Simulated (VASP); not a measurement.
# K in VASP: further runs

One slab, K, is run at these levels: PBE; tasks: single point.

Everything below comes from runs of VASP 6.6.1. Logs are shortened: lines on timing, memory, paths and dates and some standing lists are left out, and cuts for length are marked.

### Step 1. The structure

The cell holds a slab with vacuum, 5 atoms: a = 4.786 Å, b = 4.786 Å, c = 30.517 Å, α = 90.00°, β = 90.00°, γ = 120.00°.

The slab is cut from a database's or a generator's crystal, which needn't be the stable form of the element.

### Step 2. Single point, PBE

Input file INCAR:

```
  ALGO = Fast
  DIPOL = 0.5 0.5 0.500
  EDIFF = 1E-6
  ENCUT = 600
  GGA = PE
  IDIPOL = 3
  ISIF = 2
  ISMEAR = -1
  LASPH = True
  LCHARG = True
  LDIPOL = True
  LELF = True
  LREAL = False
  LVACPOTAV = True
  LVHAR = True
  LWAVE = False
  NELM = 60
  PREC = Accurate
  SIGMA = 0.05
```

Input file KPOINTS:

```
k-points
0
Gamma
  5 5 1
```

Input file POSCAR:

```
K
1.0
    4.7864284507      0.0000000000      0.0000000000
   -2.3932142254      4.1451686318      0.0000000000
    0.0000000000      0.0000000000     30.5168343227
K
5
Direct
    0.0000000000      0.0000000000      0.2457659900
    0.6666666667      0.3333333333      0.3728519591
    0.3333333333      0.6666666667      0.4999379282
    0.6666666667      0.3333333333      0.6271480409
    0.3333333333      0.6666666667      0.7542340100
```

Potentials or basis: VASP PAW PBE potentials, release 64 (K_sv).

The run is started by

```bash
cat potpaw_PBE.64/K_sv/POTCAR > POTCAR
mpirun -np 1 vasp_std > vasp.out
```

OUTCAR:

```text
EDIFF = 1E-6
   ENCUT = 600
   GGA = PE
   ISIF = 2
   ISMEAR = -1
   LASPH = True
   LREAL = False
   NELM = 60
   PREC = Accurate

 ion  position               nearest neighbor table
   1  0.000  0.000  0.246-
   2  0.667  0.333  0.373-
   3  0.333  0.667  0.500-
   4  0.667  0.333  0.627-
   5  0.333  0.667  0.754-

  LATTYP: Found a hexagonal cell.
 ALAT       =     4.7864284507
 C/A-ratio  =     6.3757005118

  Lattice vectors:

 A1 = (   4.7864284507,   0.0000000000,   0.0000000000)
 A2 = (  -2.3932142254,   4.1451686318,   0.0000000000)
 A3 = (   0.0000000000,   0.0000000000,  30.5168343227)

Analysis of symmetry for initial positions (statically):
=====================================================================
 Subroutine PRICEL returns:
 Original cell was already a primitive cell.

 Routine SETGRP: Setting up the symmetry group for a
 hexagonal supercell.

 Subroutine GETGRP returns: Found  6 space group operations
 (whereof  6 operations were pure point group operations)
 out of a pool of 24 trial point group operations.

The static configuration has the point symmetry C_3v.

Analysis of symmetry for dynamics (positions and initial velocities):
=====================================================================
 Subroutine PRICEL returns:
 Original cell was already a primitive cell.

 Routine SETGRP: Setting up the symmetry group for a
 hexagonal supercell.

 Subroutine GETGRP returns: Found  6 space group operations
 (whereof  6 operations were pure point group operations)
 out of a pool of 24 trial point group operations.

The dynamic configuration has the point symmetry C_3v.

 Subroutine INISYM returns: Found  6 space group operations
 (whereof  6 operations are pure point group operations),
 and found     1 'primitive' translations

----------------------------------------------------------------------------------------

                                     Primitive cell

  volume of cell :     605.4709

  direct lattice vectors                    reciprocal lattice vectors
     4.786428451  0.000000000  0.000000000     0.208924046  0.120622354  0.000000000
    -2.393214225  4.145168632  0.000000000     0.000000000  0.241244709  0.000000000
     0.000000000  0.000000000 30.516834323     0.000000000  0.000000000  0.032768799

  length of vectors
     4.786428451  4.786428451 30.516834323     0.241244709  0.241244709  0.032768799

  position of ions in fractional coordinates (direct lattice)
     0.000000000  0.000000000  0.245765990
     0.666666667  0.333333333  0.372851959
     0.333333333  0.666666667  0.499937928
     0.666666667  0.333333333  0.627148041
     0.333333333  0.666666667  0.754234010

  ion indices of the primitive-cell ions
   primitive index   ion index
                 1           1
                 2           2
                 3           3
                 4           4
                 5           5

----------------------------------------------------------------------------------------

 KPOINTS: k-points

Automatic generation of k-mesh.
 Grid dimensions read from file:
 generate k-points for:    5    5    1

 Generating k-lattice:

  Cartesian coordinates                     Fractional coordinates (reciprocal lattice)
     0.041784809  0.024124471  0.000000000     0.200000000 -0.000000000  0.000000000
     0.000000000  0.048248942  0.000000000     0.000000000  0.200000000  0.000000000
     0.000000000  0.000000000  0.032768799     0.000000000  0.000000000  1.000000000

  Length of vectors
     0.048248942  0.048248942  0.032768799

  Shift w.r.t. Gamma in fractional coordinates (k-lattice)
     0.000000000  0.000000000  0.000000000

 Subroutine IBZKPT returns following result:
 ===========================================

 Found      5 irreducible k-points:

 Following reciprocal coordinates:
            Coordinates               Weight
  0.000000  0.000000  0.000000      1.000000
  0.200000  0.000000  0.000000      6.000000
  0.400000  0.000000  0.000000      6.000000
  0.200000  0.200000  0.000000      6.000000
  0.400000  0.200000  0.000000      6.000000
   k-points           NKPTS =      5   k-points in BZ     NKDIM =      5   number of bands    NBANDS=     27
   number of dos      NEDOS =    301   number of ions     NIONS =      5
   total plane-waves  NPLWV = 400000
   dimension x,y,z NGX =    40 NGY =   40 NGZ =  250
   dimension x,y,z NGXF=    80 NGYF=   80 NGZF=  500
   ions per type =               5
   NGX,Y,Z   is equivalent  to a cutoff of  13.89, 13.89, 13.62 a.u.
   NGXF,Y,Z  is equivalent  to a cutoff of  27.79, 27.79, 27.24 a.u.
 SYSTEM =  unknown system
   PREC   = accura    normal or accurate (medium, high low for compatibility)
   ISTART =      0    job   : 0-new  1-cont  2-samecut
   ICHARG =      2    charge: 1-file 2-atom 10-const
   ISPIN  =      1    spin polarized calculation?
   LNONCOLLINEAR =      F non collinear calculations
   LSORBIT =      F    spin-orbit coupling
   LASPH  =      T    aspherical Exc in radial PAW
   ENCUT  =  600.0 eV  44.10 Ry    6.64 a.u.   9.56  9.56 60.95*2*pi/ulx,y,z
   NELM   =     60;   NELMIN=  2; NELMDL= -5     # of ELM steps
   EDIFF  = 0.1E-05   stopping-criterion for ELM
   LREAL  =      F    real-space projection
   EDIFFG = 0.1E-04   stopping-criterion for IOM
   NSW    =      0    number of steps for IOM
   IBRION =     -1    ionic relax: 0-MD 1-quasi-New 2-CG
   NFREE  =      0    steps in history (QN), initial steepest desc. (CG)
   ISIF   =      2    stress and relaxation
   ISYM   =      2    0-nonsym 1-usesym 2-fastsym
   POTIM  = 0.5000    time-step for ionic-motion
   TEBEG  =    0.0;   TEEND  =   0.0 temperature during run
   PSTRESS=    0.0 pullay stress
   NELECT =      45.0000    total number of electrons
   NUPDOWN=      -1.0000    fix difference up-down
   EMIN   =  10.00;   EMAX   =-10.00  energy-range for DOS
   EFERMI =   0.00;   METHOD = LEGACY
   ISMEAR =    -1;   SIGMA  =   0.05  broadening in eV -4-tet -1-fermi 0-gaus
   EFERMI_NEDOS =   21; number of points for ismear=-14 and -15
   IALGO  =     68    algorithm
   IMIX   =      4    mixing-type and parameters
     AMIX     =   0.40;   BMIX     =  1.00
     AMIX_MAG =   1.60;   BMIX_MAG =  1.00
  volume/ion in A,a.u.               =     121.09       817.18
  Fermi-wavevector in a.u.,A,eV,Ry     =   0.688306  1.300709  6.445957  0.473764
  Thomas-Fermi vector in A             =   1.769068
   LORBIT       =      0    0 simple, 1 ext, 2 COOP (PROOUT), +10 PAW based schemes
   GGA     = PE    functional components
   LHFCALC =     F    Hartree Fock is set to
   AEXX    =    0.0000 exact exchange contribution
   IVDW    =     0    specifies the selected vdW correction
   LEPSILON=     F    determine dielectric tensor
   LRPA    =     F    only Hartree local field effects (RPA)
 non-spin polarized calculation
 RMM-DIIS sequential band-by-band and
  energy-cutoff  :      600.00
  volume of cell :      605.47
 maximum number of plane-waves:     20341
 NGX is ok and might be reduce to    40
   NGX = 19   NGY = 19   NGZ =121

 dipolmoment           0.000000      0.000000      0.000010 electrons x Angstroem

 number of electron      45.0000000 magnetization

 dipolmoment           0.000000      0.000000     -0.000004 electrons x Angstroem

 Free energy of the ion-electron system (eV)
  ---------------------------------------------------
  ext. energy  EPLUGINS =         0.00000000
  ---------------------------------------------------
  free energy    TOTEN  =        -5.05647841 eV

  energy without entropy =       -5.02754735  energy(sigma->0) =       -5.04201288

 E-fermi :  -0.8941     XC(G=0):  -3.9404

 val. band max:       -1.1555355778   @ k =   0.0000   0.0000   0.0000
 cond. band min:      -0.8831680712   @ k =   0.4000   0.0000   0.0000
 fundamental gap:      0.2723675067
 Fermi energy:        -0.8940839992

 k-point     1 :       0.0000    0.0000    0.0000
  band No.  band energies     occupation
      1     -33.2347      2.00000
      2     -33.2345      2.00000
      3     -33.1210      2.00000
      4     -33.1203      2.00000
      5     -33.1178      2.00000
      6     -16.7338      2.00000
[... 19 lines left out ...]
     26      -0.3554      0.00004
     27       0.1475      0.00000

 k-point     2 :       0.2000    0.0000    0.0000
  band No.  band energies     occupation
      1     -33.2340      2.00000
      2     -33.2339      2.00000
      3     -33.1202      2.00000
      4     -33.1196      2.00000
      5     -33.1173      2.00000
      6     -16.7316      2.00000
[... 19 lines left out ...]
     26      -0.1203      0.00000
     27       0.4549      0.00000

 k-point     3 :       0.4000    0.0000    0.0000
  band No.  band energies     occupation
      1     -33.2330      2.00000
      2     -33.2328      2.00000
      3     -33.1190      2.00000
      4     -33.1185      2.00000
      5     -33.1165      2.00000
      6     -16.7282      2.00000
[... 19 lines left out ...]
     26       0.2058      0.00000
     27       0.3172      0.00000

 k-point     4 :       0.2000    0.2000    0.0000
  band No.  band energies     occupation
      1     -33.2332      2.00000
      2     -33.2330      2.00000
      3     -33.1192      2.00000
      4     -33.1187      2.00000
      5     -33.1166      2.00000
      6     -16.7288      2.00000
[... 19 lines left out ...]
     26       0.3545      0.00000
     27       1.0087      0.00000

 k-point     5 :       0.4000    0.2000    0.0000
  band No.  band energies     occupation
      1     -33.2327      2.00000
      2     -33.2325      2.00000
      3     -33.1186      2.00000
      4     -33.1181      2.00000
      5     -33.1162      2.00000
      6     -16.7271      2.00000
[... 19 lines left out ...]
     26       0.0993      0.00000
     27       0.4225      0.00000

------------------------ aborting loop because EDIFF is reached ----------------------------------------

  FORCE on cell =-STRESS in cart. coord.  units (eV):
  Direction    XX          YY          ZZ          XY          YZ          ZX
  --------------------------------------------------------------------------------------
  -------------------------------------------------------------------------------------
  Total       -0.4360259     -0.4360259     -0.4212952      0.0000000     -0.0000000      0.0000000
  in kB       -1.1537975     -1.1537975     -1.1148177      0.0000000     -0.0000000      0.0000000
  external PRESSURE =      -1.1408042 kB  Pullay stress =       0.0000000 kB

 VOLUME and BASIS-vectors are now :
 -----------------------------------------------------------------------------
  energy-cutoff  :      600.00
  volume of cell :      605.47
      direct lattice vectors                 reciprocal lattice vectors
     4.786428451  0.000000000  0.000000000     0.208924046  0.120622354  0.000000000
    -2.393214225  4.145168632  0.000000000     0.000000000  0.241244709  0.000000000
     0.000000000  0.000000000 30.516834323     0.000000000  0.000000000  0.032768799

 POSITION                                       TOTAL-FORCE (eV/Angst)
 -----------------------------------------------------------------------------------
      0.00000      0.00000      7.50000        -0.000000      0.000000      0.043754
      2.39321      1.38172     11.37826        -0.000000      0.000000     -0.031703
     -0.00000      2.76345     15.25652         0.000000     -0.000000      0.000879
      2.39321      1.38172     19.13857         0.000000      0.000000      0.030858
     -0.00000      2.76345     23.01683        -0.000000     -0.000000     -0.043788
 -----------------------------------------------------------------------------------
    total drift:                                0.000000     -0.000000      0.000051

  FREE ENERGIE OF THE ION-ELECTRON SYSTEM (eV)
  ---------------------------------------------------
  free  energy   TOTEN  =        -5.0564784085 eV

  energy  without entropy=       -5.0275473486  energy(sigma->0) =       -5.04201288

 vacuum level on the upper side and lower side of the slab         1.381         1.381
```

It took 2.6 min on 1 thread of Intel Xeon 6975P-C (Granite Rapids), shared host; peak memory 0.8 GiB.

Results:

| Property | Result |
| --- | --- |
| Free energy | -5.0565 eV |
| Largest force | 0.044 eV/Å |
| Band gap on the k mesh | none (metal or under the smearing width) |
| Work function of the upper face | 2.28 eV |
| Work function of the lower face | 2.28 eV |

Forces in eV/Å, atoms in the order of the input:
```
K    0.000  0.000  0.044
K    0.000  0.000 -0.032
K    0.000  0.000  0.001
K    0.000  0.000  0.031
K    0.000  0.000 -0.044
```

### Step 3. Single point, PBE

INCAR is that of step 2.

KPOINTS is that of step 2.

POSCAR is that of step 2.

Potentials or basis: VASP PAW PBE potentials, release 64 (K_pv).

The run is started by

```bash
cat potpaw_PBE.64/K_pv/POTCAR > POTCAR
mpirun -np 1 vasp_std > vasp.out
```

Run time: 2.1 min. Hardware: 1 thread of Intel Xeon 6975P-C (Granite Rapids), shared host; peak memory 0.76 GiB.

It converged, with:

| Quantity | Value |
| --- | --- |
| Free energy | -4.9589 eV |
| Largest force | 0.042 eV/Å |
| Band gap on the k mesh | none (metal or under the smearing width) |
| Work function of the upper face | 2.28 eV |
| Work function of the lower face | 2.28 eV |

Forces in eV/Å, atoms in the order of the input:
```
K    0.000  0.000  0.041
K    0.000  0.000 -0.032
K    0.000  0.000  0.001
K    0.000  0.000  0.031
K    0.000  0.000 -0.042
```

Levels at points of the mesh, in eV from the Fermi level:
```tsv
k point	band 14	band 15	band 16	band 17	band 18	band 19	band 20	band 21
(0.00, 0.00, 0.00)	-15.68	-15.68	-2.08	-1.82	-1.43	-0.90	-0.26	0.53
```

### Step 4. Single point, PBE

INCAR is that of step 3.

KPOINTS is that of step 3.

POSCAR is that of step 3.

Potentials or basis: VASP PAW PBE potentials, release 64 (K_sv).

The run is started by

```bash
cat potpaw_PBE.64/K_sv/POTCAR > POTCAR
mpirun -np 1 vasp_std > vasp.out
```

It took 3.1 min on 1 thread of Intel Xeon 6975P-C (Granite Rapids), shared host; peak memory 0.8 GiB.

Results (log left out):

| Item | Value |
| --- | --- |
| Free energy | -5.0565 eV |
| Largest force | 0.044 eV/Å |
| Band gap on the k mesh | none (metal or under the smearing width) |
| Work function of the upper face | 2.28 eV |
| Work function of the lower face | 2.28 eV |

Forces on the atoms (eV/Å):
```
K    0.000  0.000  0.044
K    0.000  0.000 -0.032
K    0.000  0.000  0.001
K    0.000  0.000  0.031
K    0.000  0.000 -0.044
```

Levels at points of the mesh, in eV from the Fermi level:
```tsv
k point	band 20	band 21	band 22	band 23	band 24	band 25	band 26	band 27
(0.00, 0.00, 0.00)	-15.68	-2.07	-1.82	-1.43	-0.90	-0.26	0.54	1.04
```

(Continued in part 2 of 2.)
